## Why tungsten is bound most and copper least

A d shell has room for ten electrons. When atoms meet in a metal, their d orbitals overlap and the single atomic level spreads into a band. The levels in its lower half are bonding and those in its upper half antibonding. The first electrons to enter therefore strengthen the metal, the last ones undo that gain, and a full band leaves almost no net d bond.

Two quantities govern the gain: how many electrons the band holds and how wide it is. Let n be the number of d electrons per atom and w the width of the band, and let the levels be spread evenly over that width. The occupied levels then lie on average (w/2)(1 − n/10) below the band's centre. Multiplied by n electrons, this gives

energy gain = w n (10 − n) / 20.

This is Friedel's estimate. For a given width it is largest at n = 5 and vanishes when the band is empty or full.

The table applies this reasoning to seven face-centred cubic metals, calculated with a gradient-corrected density functional. The column "energy less free atoms" is negative for a bound metal; its size without the sign is called the binding here.

Face-centred cubic transition metals (Fm-3m, one atom per cell), calculated with Ansatz 0.2.0 using all-electron LAPW and PBEsol, scalar-relativistic, at fixed cells with Fermi-Dirac smearing of 0.03 to 0.08 eV. Only nickel is treated with spin polarisation. Energies are relative to spherical, spin-unpolarised free atoms, and positive pressure means compression.

| element | Z | group | period | cell | volume (Å³/atom) | shortest distance from M (Å) | energy less free atoms (eV/atom) | pressure (GPa) | cell moment (muB) |
| --- | --- | --- | --- | --- | --- | --- | --- | --- | --- |
| Ti | 22 | 4 | 4 | relaxed with PAW | 17.39 | 2.91 | -7.16 | -4.4 | 0.00 |
| Ni | 28 | 10 | 4 | relaxed with PAW | 10.90 | 2.49 | -7.78 | -9.8 | 0.62 |
| Cu | 29 | 11 | 4 | measured cell (COD) | 11.81 | 2.56 | -4.33 | -6.7 | 0.00 |
| Rh | 45 | 9 | 5 | Materials Project cell | 13.78 | 2.69 | -8.14 | -5.7 | 0.00 |
| Ta | 73 | 5 | 6 | measured cell (COD) | 18.79 | 2.98 | -10.20 | -6.0 | 0.00 |
| W | 74 | 6 | 6 | measured cell (COD) | 16.73 | 2.87 | -11.75 | -12.5 | 0.00 |
| Ir | 77 | 9 | 6 | measured cell (COD) | 14.15 | 2.71 | -10.20 | -2.8 | 0.00 |

### Filling and width in the calculated bands

Tungsten has the largest binding, 11.75 eV per atom, and copper the smallest, 4.33 eV. If one electron per atom is left to the broad s and p bands, the d count is the group number less one. That gives tungsten five d electrons, exactly half a shell, and copper ten, a full one. The two ends of the series are thus where the counting argument puts them.

The calculated bands support this count. In copper the d band ends 1.5 eV below the Fermi level, the energy up to which states are occupied, so the band is full. In tungsten the Fermi level lies 0.44 of the way up the d band, close to the middle. If the levels were evenly spread, this fraction would equal the filling. For titanium, rhodium, tantalum and iridium, too, it agrees with the assumed value to within 0.07. Nickel is the exception: its d band is fuller than assumed, as discussed below.

What holds copper together is then mainly its s and p electrons, with some help from their mixing with the d states. That is standard chemistry of the metal rather than something the table separates. It explains why the binding doesn't fall to zero when the d band is full. The s and p electrons supply a base in every row, and an open d band adds to it.

The width was read from the same calculations, from the bottom of the second valence band to the top of the fifth, with the two spins of nickel averaged. It is a practical measure, because d and s states mix and the band has no sharp edges of its own. It ranges from 3.0 eV in copper to 10.0 eV in tungsten. A half-filled band thus meets a wide one in tungsten, and the two advantages multiply.

### Why the heavier metals bind more strongly

Rhodium and iridium stand in the same group and have the same assumed filling. Their nearest-neighbour distances are also almost equal, 2.69 and 2.71 Å. Yet the d band of iridium is 1.26 times as wide, and its binding is larger by 2.06 eV. With filling and distance nearly fixed, this pair shows the effect of the row of the periodic table most clearly. Friedel's estimate rises by 1.45 eV between the two, and only about half of that survives the fit described below. The wider band thus explains part of the step, not all of it.

The reason for the wider band is the reach of the orbitals. A 5d orbital extends further from its nucleus, relative to the spacing of the atoms, than a 4d orbital, and a 3d orbital is the most compact of the three. More reach means more overlap, and more overlap pushes bonding and antibonding levels further apart. Each electron in the lower half of the band then gains more.

Titanium shows the other side of this rule. Its neighbours are 2.91 Å away, slightly closer than those of tantalum, but its 3d band is only 5.6 eV wide against 9.7 eV. Its binding is about 3 eV smaller. Tantalum also has one d electron more, so this comparison is less clean than the one between rhodium and iridium, but filling and width act in the same direction.

### How far the estimate carries

Tungsten serves as a worked case. With n = 5 and w = 10.04 eV, the gain is 10.04 × 5 × 5 / 20 = 12.55 eV. This is more than the whole calculated binding. Some surplus is to be expected, because the formula leaves out the repulsion between the atoms, which takes back part of the gain. The size is also uncertain: the even spread of levels is an idealisation, and the width read from the bands includes mixing with s states.

The gain can still serve as an index of bonding strength. A straight line was fitted by least squares to all seven bindings, with a constant of 5.5 eV and a factor of 0.47 on the index. For tungsten it gives 5.52 + 0.47 × 12.55, or about 11.4 eV, close to the calculated value; tungsten was itself part of the fit. Constant and factor can compensate for each other, so neither should be taken as a physical energy.

Over all rows the typical miss is 1.0 eV, on a range of 7.42 eV between copper and tungsten. The line captures the broad rise and fall but not the finer order. A line on the width alone does slightly better, with a typical miss of 0.8 eV, while one on the filling alone does worse, with 1.3 eV. The filling alone fails most for titanium, because it ignores how narrow the 3d band is.

The numbers are therefore in line with a strong role of the width, but they don't prove the parabola in n. In this set the bands near half filling are also the widest, so the two influences can hardly be told apart. The case for filling rests on theory: a wide band that is full gains nothing from its width. A clean test would need several metals with similar widths and very different fillings. Tantalum and iridium come closest here, with widths of 9.7 and 8.8 eV and assumed fillings of 0.4 and 0.8, and they don't show the lead for tantalum that the parabola predicts.

### The rows that break the pattern

Nickel is the most striking exception. It has only one electron fewer than copper, yet its binding is larger by 3.45 eV. The index rises by 1.75 eV between the two, which the fitted factor reduces to about 0.8 eV. An opening in the d band gives the right direction but only part of the size.

The magnetism of nickel makes the gap harder to explain. (Only nickel was calculated with spin polarisation; the zero moments of the other rows are a setting, not a result.) Its majority-spin d band is full and only the minority-spin band is open, so the cell moment of 0.62 μB roughly counts the missing d electrons. That is fewer than the one assumed, and the d bond should be weaker still. The s and p electrons offer no obvious way out, since copper has, if anything, more of them. The free atoms may supply part of the difference. Besides their missing spin energy, discussed below, it matters how the reference atom divides its electrons between s and d levels. With a functional of this kind, a nickel atom held at eight d and two s electrons is expected to lie above one with nine and one, which would make the metal look more strongly bound. The table doesn't say which was used.

Tantalum and iridium pose the opposite problem. Both are bound by 10.20 eV, although the index puts tantalum ahead by 4.7 eV. Even after the fitted factor is applied, a lead of about 2 eV should remain. The symmetrical parabola thus favours tantalum too much and iridium too little, and the available numbers don't identify the cause. Their exact order has no meaning either, because spin–orbit coupling is missing and can shift such heavy atoms and their metals by more than the difference between them.

The crystal structure also colours the comparison. Face-centred cubic is the stable form of nickel, copper, rhodium and iridium, but titanium prefers a hexagonal structure, and tantalum and tungsten a body-centred cubic one. The stable forms of these three would be bound somewhat more strongly, for tungsten by roughly half an electronvolt as a recalled size. The peak at tungsten would then stand out more, and at this level of theory tantalum would move ahead of iridium, though by far less than the index demands.

### What the pressures mean

The cells come from different sources, and none was relaxed at the present level of theory. All pressures are negative, which means that every crystal would shrink if it were free to do so. Tungsten is under the strongest tension, at −12.5 GPa. With rough recalled bulk moduli, the elastic energy stored in any cell is at most about 0.03 eV per atom, so the choice of cells doesn't create the trend in binding.

### The share of the free atoms

A binding energy is a difference, and its other end is the free atom. Here that atom is spherical and has equal numbers of electrons of both spins. A real atom with an open shell lowers its energy by aligning spins. The reference atom is denied this gain and lies too high, so the metal appears more strongly bound than it is against real atoms. The column therefore mustn't be read as a heat of atomisation.

The error is uneven along the series. A tungsten atom has four unpaired d electrons, and a rough exchange estimate puts its missing spin energy in the range of electronvolts. A copper atom has a full d shell and one unpaired s electron, and the same estimate gives only about 0.15 eV. The reference thus raises the peak and hardly touches the low end.

This bears directly on the step from tantalum to tungsten. Tungsten is ahead by 1.55 eV, while the band argument, after the fitted factor, accounts for only about 0.4 eV. A tungsten atom has one more unpaired electron than a tantalum atom, and the extra spin energy could be of the same order as the whole step. Tungsten's lead over tantalum may therefore owe as much to the atoms as to the metals.

How much of the peak would survive against real atoms is the question the table leaves open. Answering it needs the free atoms calculated with the same functional, but with their spins allowed to align and their shells free to depart from a spherical shape. Their energies would turn the column into cohesive energies of the face-centred cubic forms, still without spin–orbit coupling. They would also show whether the excess of nickel over copper belongs to the metal or to its reference.
